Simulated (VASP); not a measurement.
# C (Fd-3m) in VASP: notebook

The runs below take C through relaxation of cell and atoms, single point, with PBE+D3(BJ), PBE, LAK, LDA.

All numbers are computed with VASP 6.6.1; they aren't measurements. Logs are shortened: lines on timing, memory, paths and dates and some standing lists are left out, and cuts for length are marked.

## (1) The crystal as given

It takes space group Fd-3m (No. 227, cubic). Conventional cell: a = 3.567 Å, b = 3.567 Å, c = 3.567 Å, α = 90.00°, β = 90.00°, γ = 90.00°. C (site symmetry -43m) is surrounded by 4 C at 1.54 Å.

This isn't the form of C at room conditions, which is graphite.

## (2) Relaxation of cell and atoms, PBE+D3(BJ)

INCAR

```
SYSTEM = C
ALGO = Normal
EDIFF = 1E-7
EDIFFG = -0.01
ENCUT = 600
GGA = PE
IBRION = 2
ISIF = 3
ISMEAR = 0
IVDW = 12
LASPH = .TRUE.
LCHARG = .FALSE.
LREAL = .FALSE.
LWAVE = .FALSE.
NELM = 80
NSW = 40
PREC = Accurate
SIGMA = 0.02
```

KPOINTS

```
k-points
0
G
  12 12 12
  0 0 0
```

POSCAR

```
C
1.0
    0.0000000000      1.7833700000      1.7833700000
    1.7833700000      0.0000000000      1.7833700000
    1.7833700000      1.7833700000      0.0000000000
C
2
Direct
    0.7500000000      0.7500000000      0.7500000000
    0.5000000000      0.5000000000      0.5000000000
```

Potentials or basis: VASP PAW PBE potentials, release 64 (C).

Started as:

```
$ cat potpaw_PBE.64/C/POTCAR > POTCAR
$ mpirun -np 1 vasp_std > vasp.out
```

OUTCAR:

```text
SYSTEM = C
   EDIFF = 1E-7
   EDIFFG = -0.01
   ENCUT = 600
   GGA = PE
   IBRION = 2
   ISIF = 3
   ISMEAR = 0
   IVDW = 12
   LASPH = .TRUE.
   LREAL = .FALSE.
   NELM = 80
   NSW = 40
   PREC = Accurate
 IVDW          = 12

 ion  position               nearest neighbor table
   1  0.750  0.750  0.750-   2 1.54   2 1.54   2 1.54   2 1.54
   2  0.500  0.500  0.500-   1 1.54   1 1.54   1 1.54   1 1.54

  LATTYP: Found a face centered cubic cell.
 ALAT       =     3.5667400000

  Lattice vectors:

 A1 = (   0.0000000000,   1.7833700000,   1.7833700000)
 A2 = (   1.7833700000,   0.0000000000,   1.7833700000)
 A3 = (   1.7833700000,   1.7833700000,   0.0000000000)

Analysis of symmetry for initial positions (statically):
=====================================================================
 Subroutine PRICEL returns:
 Original cell was already a primitive cell.

 Routine SETGRP: Setting up the symmetry group for a
 face centered cubic supercell.

 Subroutine GETGRP returns: Found 48 space group operations
 (whereof 24 operations were pure point group operations)
 out of a pool of 48 trial point group operations.

The static configuration has the point symmetry T_d .
 The point group associated with its full space group is O_h .

Analysis of symmetry for dynamics (positions and initial velocities):
=====================================================================
 Subroutine PRICEL returns:
 Original cell was already a primitive cell.

 Routine SETGRP: Setting up the symmetry group for a
 face centered cubic supercell.

 Subroutine GETGRP returns: Found 48 space group operations
 (whereof 24 operations were pure point group operations)
 out of a pool of 48 trial point group operations.

The dynamic configuration has the point symmetry T_d .
 The point group associated with its full space group is O_h .

 Subroutine INISYM returns: Found 48 space group operations
 (whereof 24 operations are pure point group operations),
 and found     1 'primitive' translations

----------------------------------------------------------------------------------------

                                     Primitive cell

  volume of cell :      11.3437

  direct lattice vectors                    reciprocal lattice vectors
     0.000000000  1.783370000  1.783370000    -0.280368067  0.280368067  0.280368067
     1.783370000  0.000000000  1.783370000     0.280368067 -0.280368067  0.280368067
     1.783370000  1.783370000  0.000000000     0.280368067  0.280368067 -0.280368067

  length of vectors
     2.522066041  2.522066041  2.522066041     0.485611737  0.485611737  0.485611737

  position of ions in fractional coordinates (direct lattice)
     0.750000000  0.750000000  0.750000000
     0.500000000  0.500000000  0.500000000

  ion indices of the primitive-cell ions
   primitive index   ion index
                 1           1
                 2           2

----------------------------------------------------------------------------------------

 KPOINTS: k-points

Automatic generation of k-mesh.
 Grid dimensions read from file:
 generate k-points for:   12   12   12

 Generating k-lattice:

  Cartesian coordinates                     Fractional coordinates (reciprocal lattice)
    -0.023364006  0.023364006  0.023364006     0.083333333  0.000000000  0.000000000
     0.023364006 -0.023364006  0.023364006     0.000000000  0.083333333  0.000000000
     0.023364006  0.023364006 -0.023364006     0.000000000  0.000000000  0.083333333

  Length of vectors
     0.040467645  0.040467645  0.040467645

  Shift w.r.t. Gamma in fractional coordinates (k-lattice)
     0.000000000  0.000000000  0.000000000

 Subroutine IBZKPT returns following result:
 ===========================================

 Found     72 irreducible k-points:

 Following reciprocal coordinates:
            Coordinates               Weight
  0.000000  0.000000  0.000000      1.000000
  0.083333  0.000000  0.000000      8.000000
  0.166667  0.000000  0.000000      8.000000
  0.250000  0.000000  0.000000      8.000000
  0.333333  0.000000  0.000000      8.000000
  0.416667  0.000000  0.000000      8.000000
[... 16 lines left out ...]
  0.500000  0.166667  0.000000     24.000000
 -0.416667  0.166667  0.000000     24.000000
 [... further k-points ...]
   k-points           NKPTS =     72   k-points in BZ     NKDIM =     72   number of bands    NBANDS=      8
   number of dos      NEDOS =    301   number of ions     NIONS =      2
   total plane-waves  NPLWV =   8000
   dimension x,y,z NGX =    20 NGY =   20 NGZ =   20
   dimension x,y,z NGXF=    40 NGYF=   40 NGZF=   40
   ions per type =               2
   NGX,Y,Z   is equivalent  to a cutoff of  13.18, 13.18, 13.18 a.u.
   NGXF,Y,Z  is equivalent  to a cutoff of  26.37, 26.37, 26.37 a.u.
 SYSTEM =  C
   PREC   = accura    normal or accurate (medium, high low for compatibility)
   ISTART =      0    job   : 0-new  1-cont  2-samecut
   ICHARG =      2    charge: 1-file 2-atom 10-const
   ISPIN  =      1    spin polarized calculation?
   LNONCOLLINEAR =      F non collinear calculations
   LSORBIT =      F    spin-orbit coupling
   LASPH  =      T    aspherical Exc in radial PAW
   ENCUT  =  600.0 eV  44.10 Ry    6.64 a.u.   5.04  5.04  5.04*2*pi/ulx,y,z
   NELM   =     80;   NELMIN=  2; NELMDL= -5     # of ELM steps
   EDIFF  = 0.1E-06   stopping-criterion for ELM
   LREAL  =      F    real-space projection
   EDIFFG = -.1E-01   stopping-criterion for IOM
   NSW    =     40    number of steps for IOM
   IBRION =      2    ionic relax: 0-MD 1-quasi-New 2-CG
   NFREE  =      1    steps in history (QN), initial steepest desc. (CG)
   ISIF   =      3    stress and relaxation
   ISYM   =      2    0-nonsym 1-usesym 2-fastsym
   POTIM  = 0.5000    time-step for ionic-motion
   TEBEG  =    0.0;   TEEND  =   0.0 temperature during run
   PSTRESS=    0.0 pullay stress
   NELECT =       8.0000    total number of electrons
   NUPDOWN=      -1.0000    fix difference up-down
   EMIN   =  10.00;   EMAX   =-10.00  energy-range for DOS
   EFERMI =   0.00;   METHOD = LEGACY
   ISMEAR =     0;   SIGMA  =   0.02  broadening in eV -4-tet -1-fermi 0-gaus
   EFERMI_NEDOS =   21; number of points for ismear=-14 and -15
   IALGO  =     38    algorithm
   IMIX   =      4    mixing-type and parameters
     AMIX     =   0.40;   BMIX     =  1.00
     AMIX_MAG =   1.60;   BMIX_MAG =  1.00
  volume/ion in A,a.u.               =       5.67        38.28
  Fermi-wavevector in a.u.,A,eV,Ry     =   1.457203  2.753714 28.891161  2.123440
  Thomas-Fermi vector in A             =   2.574032
   LORBIT       =      0    0 simple, 1 ext, 2 COOP (PROOUT), +10 PAW based schemes
   GGA     = PE    functional components
   LHFCALC =     F    Hartree Fock is set to
   AEXX    =    0.0000 exact exchange contribution
   IVDW    =    12    specifies the selected vdW correction
   LEPSILON=     F    determine dielectric tensor
   LRPA    =     F    only Hartree local field effects (RPA)
 conjugate gradient relaxation of ions
 non-spin polarized calculation
 Gauss-broadening in eV      SIGMA  =   0.02
  energy-cutoff  :      600.00
  volume of cell :       11.34
 maximum number of plane-waves:       388
   NGX =  9   NGY =  9   NGZ =  9

--------------------------------------- Ionic step        1  -------------------------------------------

 number of electron       7.9999999 magnetization

 Free energy of the ion-electron system (eV)
  ---------------------------------------------------
  ext. energy  EPLUGINS =         0.00000000
  ---------------------------------------------------
  free energy    TOTEN  =       -18.19009002 eV

  energy without entropy =      -18.19009002  energy(sigma->0) =      -18.19009002

------------------------ aborting loop because EDIFF is reached ----------------------------------------

 Edisp (eV)   -0.38260

 E8    (eV) :    -0.1102

  FORCE on cell =-STRESS in cart. coord.  units (eV):
  Direction    XX          YY          ZZ          XY          YZ          ZX
  --------------------------------------------------------------------------------------
  -------------------------------------------------------------------------------------
  Total      -0.25511    -0.25511    -0.25511     0.00000     0.00000     0.00000
  in kB     -36.03223   -36.03223   -36.03223     0.00000     0.00000     0.00000
  external pressure =      -36.03 kB  Pullay stress =        0.00 kB
[... 21 lines left out ...]
  energy  without entropy=      -18.5726904660  energy(sigma->0) =      -18.57269047

--------------------------------------- Ionic step        2  -------------------------------------------

 number of electron       7.9999999 magnetization

 E-fermi :  10.1067     XC(G=0): -13.3438

 val. band max:        9.9981460562   @ k =   0.0000   0.0000   0.0000
 cond. band min:      14.1940057638   @ k =   0.3333   0.3333   0.0000
 fundamental gap:      4.1958597076
 Fermi energy:        10.1067460296

 k-point     1 :       0.0000    0.0000    0.0000
  band No.  band energies     occupation
      1     -11.7288      2.00000
      2       9.9981      2.00000
      3       9.9981      2.00000
      4       9.9981      2.00000
      5      15.6394      0.00000
      6      15.6394      0.00000
      7      15.6394      0.00000
      8      23.7564      0.00000
[... 290 lines left out ...]
  energy  without entropy=      -18.5721284507  energy(sigma->0) =      -18.57212845

--------------------------------------- Ionic step        3  -------------------------------------------

 number of electron       7.9999999 magnetization

 Free energy of the ion-electron system (eV)
  ---------------------------------------------------
  ext. energy  EPLUGINS =         0.00000000
  ---------------------------------------------------
  free energy    TOTEN  =       -18.18797933 eV

  energy without entropy =      -18.18797933  energy(sigma->0) =      -18.18797933

 E-fermi :   9.9297     XC(G=0): -13.2924

 val. band max:        9.8488029184   @ k =   0.0000   0.0000   0.0000
 cond. band min:      14.0212314048   @ k =   0.3333   0.3333   0.0000
 fundamental gap:      4.1724284864
 Fermi energy:         9.9296647270

 k-point     1 :       0.0000    0.0000    0.0000
  band No.  band energies     occupation
      1     -11.7394      2.00000
      2       9.8488      2.00000
      3       9.8488      2.00000
      4       9.8488      2.00000
      5      15.4619      0.00000
      6      15.4619      0.00000
      7      15.4619      0.00000
      8      23.3707      0.00000
[... 286 lines left out ...]
  FREE ENERGIE OF THE ION-ELECTRON SYSTEM (eV)
  ---------------------------------------------------
  free  energy   TOTEN  =       -18.5737548131 eV

  energy  without entropy=      -18.5737548131  energy(sigma->0) =      -18.57375481

 reached required accuracy - stopping structural energy minimisation
```

Run time: 9 s. Hardware: 1 thread of AMD EPYC 9R45 (Zen 5), shared host; peak memory 0.1 GiB.

What came out:

| Property | Result |
| --- | --- |
| Free energy | -18.5738 eV |
| Relaxed volume | 5.62 Å³/atom |
| Relaxed cell | a = 2.515 Å, b = 2.515 Å, c = 2.515 Å, α = 60.00°, β = 60.00°, γ = 60.00° |
| Space group after relaxing (to 0.05 Å) | Fd-3m (No. 227) |
| Energy gained by relaxing | 0.5 meV/atom |
| Ionic steps | 3 |
| Pressure after relaxing | 0.0 GPa |
| Band gap on the k mesh | 4.17 eV, indirect (least direct gap 5.61 eV) |
| Dispersion energy per atom | -0.193 eV |

Step by step:
```csv
step,energy change (eV),largest force (eV/Å),pressure (GPa),volume (Å³)
1,0.0000,0.0000,-3.60,11.34
2,0.0006,0.0000,4.60,11.14
3,-0.0011,0.0000,0.00,11.25
```

Final structure:
```cif
data_structure
_symmetry_space_group_name_H-M 'P 1'
_symmetry_Int_Tables_number 1
_cell_length_a 2.5151
_cell_length_b 2.5151
_cell_length_c 2.5151
_cell_angle_alpha 60.000
_cell_angle_beta 60.000
_cell_angle_gamma 60.000
_cell_volume 11.25
loop_
_atom_site_label
_atom_site_type_symbol
_atom_site_fract_x
_atom_site_fract_y
_atom_site_fract_z
_atom_site_occupancy
C1 C 0.75000 0.75000 0.75000 1
C2 C 0.50000 0.50000 0.50000 1
```

## (3) Single point, PBE

INCAR

```
SYSTEM = C
ALGO     = Normal         ! electronic algorithm
EDIFF    = 1E-6           ! SCF threshold, eV
ENCUT    = 520            ! plane-wave cutoff, eV
GGA      = PE             ! functional
ISIF     = 2              ! what is computed and relaxed
ISMEAR   = 0              ! smearing method
LASPH    = .TRUE.         ! aspherical terms in the spheres
LCHARG   = .FALSE.        ! write CHGCAR
LREAL    = .FALSE.        ! projectors in reciprocal space
LWAVE    = .FALSE.        ! write WAVECAR
NBANDS   = 11             ! bands
NELM     = 60             ! most SCF steps
PREC     = Accurate       ! precision mode
SIGMA    = 0.012          ! smearing width, eV
```

KPOINTS

```
k-points
0
G
  13 13 13
  0 0 0
```

POSCAR is that of step 2.

Potentials or basis: VASP PAW PBE potentials, release 64 (C).

Started as:

```
$ cat potpaw_PBE.64/C/POTCAR > POTCAR
$ mpirun -np 1 vasp_std > vasp.out
```

It took 20 s on 1 thread of AMD EPYC 7R43 (Zen 3), shared host; peak memory 0.08 GiB.

The run converged. Its results:

```
Free energy            : -18.1853 eV
Pressure               : 2.5 GPa
Band gap on the k mesh : 4.14 eV, indirect (least direct gap 5.59 eV)
```

Levels at points of the mesh, in eV from the valence-band top:
```csv
k point,band 1,band 2,band 3,band 4,band 5,band 6,band 7,band 8
"(0.00, 0.00, 0.00)",-21.48,0.00,0.00,0.00,5.59,5.59,5.59,13.33
```

Caveat: an odd mesh through Γ misses points on the zone boundary, where band edges often lie. As with any semilocal functional, this PBE gap is likely too small.

## (4) Relaxation of cell and atoms, LAK

INCAR

```
PREC = Accurate ; ENCUT = 600
EDIFF = 1E-6 ; ISMEAR = -1
SIGMA = 0.05 ; LREAL = False
LASPH = True ; NELM = 100
ALGO = Normal ; ISIF = 3
LWAVE = False ; LCHARG = False
METAGGA = LAK ; LMIXTAU = True
IBRION = 2 ; NSW = 40
EDIFFG = -0.01
```

KPOINTS

```
Automatic mesh
0
Gamma
  13 13 13
```

POSCAR is that of step 3.

Started as:

```
$ cat potpaw_PBE.64/C/POTCAR > POTCAR
$ mpirun -np 1 vasp_std > vasp.out
```

Wall time 2.7 min (1 thread of AMD EPYC 7R43 (Zen 3), shared host); peak memory 0.08 GiB.

Results (log left out):

| Property | Result |
| --- | --- |
| Free energy | -18.5913 eV |
| Relaxed volume | 5.72 Å³/atom |
| Relaxed cell | a = 2.529 Å, b = 2.529 Å, c = 2.529 Å, α = 60.00°, β = 60.00°, γ = 60.00° |
| Space group after relaxing (to 0.05 Å) | Fd-3m (No. 227) |
| Energy gained by relaxing | 0.5 meV/atom |
| Ionic steps | 3 |
| Pressure after relaxing | 0.0 GPa |
| Band gap on the k mesh | 4.73 eV, indirect (least direct gap 6.07 eV) |

The path:
```tsv
step	energy change (eV)	largest force (eV/Å)	pressure (GPa)	volume (Å³)
1	0.0000	0.0000	3.53	11.34
2	0.0006	0.0000	-4.43	11.55
3	-0.0010	0.0000	-0.02	11.43
```

Final structure:
```xyz
2
Lattice="0.0000 1.7881 1.7881 1.7881 0.0000 1.7881 1.7881 1.7881 0.0000" Properties=species:S:1:pos:R:3 pbc="T T T"
C     2.6821    2.6821    2.6821
C     1.7881    1.7881    1.7881
```

Levels at points of the mesh, in eV from the valence-band top:
| k point | band 1 | band 2 | band 3 | band 4 | band 5 | band 6 | band 7 | band 8 |
| --- | --- | --- | --- | --- | --- | --- | --- | --- |
| (0.00, 0.00, 0.00) | -22.78 | 0.00 | 0.00 | 0.00 | 6.07 | 6.07 | 6.07 | 14.17 |

Caveat: the PAW data sets were made with another functional, which shifts forces and pressure a little; an odd mesh through Γ misses points on the zone boundary, where band edges often lie.

[end of part 1 of 2]
